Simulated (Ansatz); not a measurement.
# MoTe2: the cost of one run

Program: Ansatz 0.2.0. Level of theory: DFT PBEsol+U (U_eff = 7 eV on Mo d), plane waves, PAW. These are calculated values, not measurements.

**1. The system as given**

The structure is hexagonal, space group P6_3/mmc (No. 194). Conventional cell: a = 3.518 Å, b = 3.518 Å, c = 13.974 Å, α = 90.00°, β = 90.00°, γ = 120.00°. Te (site symmetry 3m) has 3 Mo at 2.72 Å as nearest neighbours. Around Mo (site symmetry -6m2) lie 6 Te at 2.72 Å.

Structure file:

```xyz
6
Lattice="3.5182 0.0000 0.0000 -1.7591 3.0469 0.0000 0.0000 0.0000 13.9736" Properties=species:S:1:pos:R:3 pbc="T T T"
Te    0.0000    2.0312    8.6776
Te    1.7591    1.0156    1.6908
Te    0.0000    2.0312   12.2828
Te    1.7591    1.0156    5.2960
Mo    0.0000    2.0312    3.4934
Mo    1.7591    1.0156   10.4802
```

Magnetic order typed: ferromagnetic.

**2. From atoms, symmetry kept, no search**

Contents of input.yaml:

```yaml
crystal:
  lattice:
    - [3.51819974, 0.0, 0.0]
    - [-1.75909987, 3.04685035, 0.0]
    - [0.0, 0.0, 13.97359995]
  atoms:
    - { symbol: Te, position: [0.3333333333, 0.6666666667, 0.621] }
    - { symbol: Te, position: [0.6666666667, 0.3333333333, 0.121] }
    - { symbol: Te, position: [0.3333333333, 0.6666666667, 0.879] }
    - { symbol: Te, position: [0.6666666667, 0.3333333333, 0.379] }
    - { symbol: Mo, position: [0.3333333333, 0.6666666667, 0.25], spin: 2.0 }
    - { symbol: Mo, position: [0.6666666667, 0.3333333333, 0.75], spin: 2.0 }
basis:
  ecutwfc: 420
  ecutrho_ratio: 4
kpoints:
  mp_grid: { grid: [6, 6, 2] }
hamiltonian:
  xc: pbesol
  hubbard:
    sites: [{ site: 4, l: d, u_eff: 7.0 }, { site: 5, l: d, u_eff: 7.0 }]
scf:
  occupations: { method: gaussian, width: 0.05 }
  lower_state_search: "off"
  max_iter: 150
output:
  forces: true
  stress: true
  eigenvalues: true
  populations: true
  hubbard: { sites: [{ site: 4, l: d }, { site: 5, l: d }] }
magnetization:
  spin_polarized: true
```

Launch:

```bash
ansatz run input.yaml --threads 4 --pin off --max-ram 6144MiB --backend cpu --events-out ev --progress --plain --runs-dir out
```

What time and memory should one allow on 4 threads of Arm Neoverse V1, shared host?

About 8.3 s, with a peak of 0.7 GiB.
